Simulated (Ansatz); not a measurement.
An Ansatz input:

```yaml
crystal:
  lattice:
    - [-4.205488406, 4.3931440577, 0.8193834708]
    - [4.3931440577, -4.205488406, 0.8193834708]
    - [2.0785103789, 2.0785103789, -0.475691801]
  atoms:
    - { symbol: B, position: [0.085955233, 0.914044767, 1.0] }
    - { symbol: B, position: [0.664044767, 0.335955233, 0.5] }
hamiltonian:
  xc: rpbe
  pseudopotentials:
    kind: paw
    azcp:
      B: "pseudopotentials/B.paw.azcp"
basis:
  ecutwfc: 420
  fft_grid_basis: typed
kpoints:
  mp_grid: { grid: [22, 22, 12], shift: [0, 0, 0] }
magnetization:
  spin_polarized: false
scf:
  occupations: { method: fermi_dirac, width: 0.1 }
  lower_state_search: "off"
output:
  stress: true
```

Terminal output

```
Engine: ansatz 0.2.0, aarch64-unknown-linux-gnu
Pseudopotentials: kind: paw
Pseudopotential: B, paw, valence charge 3, recommended cutoff 420 eV (normal) 
Functional definition: RPBE
  parameter kappa = 0.804
  parameter beta = 0.06672455060314922
  exchange = rpbe_x(kappa = kappa, mu = beta*pi^2/3)
  correlation = pbe_c(beta = beta)
Crystal: 2 atoms, lattice volume = 30.056 Å³
Basis set: ecut = 420 eV, 587 PW (Γ)
Bands: 7, of which v1, the nominal top of the filled ones, is band 3 counted from 1 (2 counted from 0)
Symmetry: 4 space group operations
Space group: C2/c (ITA 15), of the structure as read, at distance tolerance 3.1e-5 Å
k-points: 1531 of 5808
Non-local potential: B, projectors of the file, l = 0: 2, l = 1: 2, l = 2: 1
PAW form: soft (Blöchl's): semilocal exchange-correlation on the pseudo side does not see the compensation charge
PAW frozen core: B, regenerated for the run's functional, and the local potential with it (the file was generated under x = pbe(κ = 0.804, μ = 0.2195149727645171), c = pbe(β = 0.06672455060314922))
PAW one-centre angular grid: B, 110 points (default); XC on 64 Gauss nodes
Initial density: superposition of atomic densities (neutral atoms: chi_scale 0, normalization atom), corrected by the library's trained network
Initial wavefunctions: pseudopotential atomic-orbital guess
Functional: x = rpbe, c = pbe(β = 0.06672455060314922)
SCF iter   1: F=—  HF=-313.086537 eV  |F-HF|=—  |Δ(HF+E_count)|=         —  Δρ=1.06e-2  dr2=7.40e-2  ethr=1.77e-3  ⟨swp⟩=6.2  Hψ=88501  notcnv=0
SCF iter   2: F=—  HF=-313.067333 eV  |F-HF|=—  |Δ(HF+E_count)|=   1.92e-2  Δρ=5.99e-3  dr2=1.83e-2  ethr=1.23e-3  ⟨swp⟩=2.9  Hψ=31990  notcnv=0  defer=255
SCF iter   3: F=—  HF=-313.061837 eV  |F-HF|=—  |Δ(HF+E_count)|=   5.50e-3  Δρ=5.24e-4  dr2=1.48e-4  ethr=3.06e-4  ⟨swp⟩=2.2  Hψ=19403  notcnv=0  defer=255
SCF iter   4: F=—  HF=-313.061898 eV  |F-HF|=—  |Δ(HF+E_count)|=   6.12e-5  Δρ=1.14e-4  dr2=8.30e-6  ethr=2.46e-6  ⟨swp⟩=2.2  Hψ=18239  notcnv=0  defer=255
SCF iter   5: F=—  HF=-313.061901 eV  |F-HF|=—  |Δ(HF+E_count)|=   2.86e-6  Δρ=1.61e-5  dr2=6.15e-8  ethr=1.38e-7  ⟨swp⟩=2.3  Hψ=14820  notcnv=0  defer=255
SCF iter   6: F=-313.061901 eV  HF=-313.061901 eV  |F-HF|=6.00e-10  |Δ(HF+E_count)|=   8.75e-8  Δρ=1.23e-6  dr2=4.29e-10  ethr=1.02e-9  ⟨swp⟩=2.9  Hψ=39050  notcnv=0
SCF 1 converged in 6 iterations: F = -313.061901 eV  dr2 = 4.29e-10
SCF converged after 6 iterations
Free energy (F): -313.061901 eV
Harris-Foulkes:  -313.061901 eV  (|F-HF|=6.00e-10)
Internal energy: -313.048777 eV  (E = F + TS)
E sigma→0 (E₀):  -313.055339 eV
Entropy (-TS):   -0.013124 eV (-6.562 meV/atom)
Fermi energy:    2.163241 eV
--- Per-component energies (eV) ---
  E_band       = -26.468657
  E_kinetic    = 92.937371
  E_local      = -285.799065  (includes V_loc(G=0)·N_el)
  E_nonlocal   = 22.355558
  E_hartree    = 111.215647
  E_xc         = -62.489400
  E_vxc        = -73.731698  (∫ρ·V_xc dr)
  E_paw        = -159.158337  (= ΣΔE_a)
  E_vpaw       = -4.662329  (= ΣTr[D̂ρ^β])
  E_aug_tail   = -0.000005  (compensation charges beyond the density's cutoff)
  E_ewald      = -32.089397
  E_core_change = -0.021150  (= ΣΔE_core)
  E_smearing   = -0.013124  (= −TS)
  E_closure    = 0.000000  (closes the sum)
  Σ components = -313.061901   (vs F -313.061901, Δ=0.00e0)
--- Stress (GPa, compression-positive) ---
       -3.872026      -2.568860      -0.989351
       -2.568860      -3.872026      -0.989351
       -0.989350      -0.989350     -14.785597
  P = ⅓ Tr σ = -7.5099 GPa (-75.099 kbar)
```
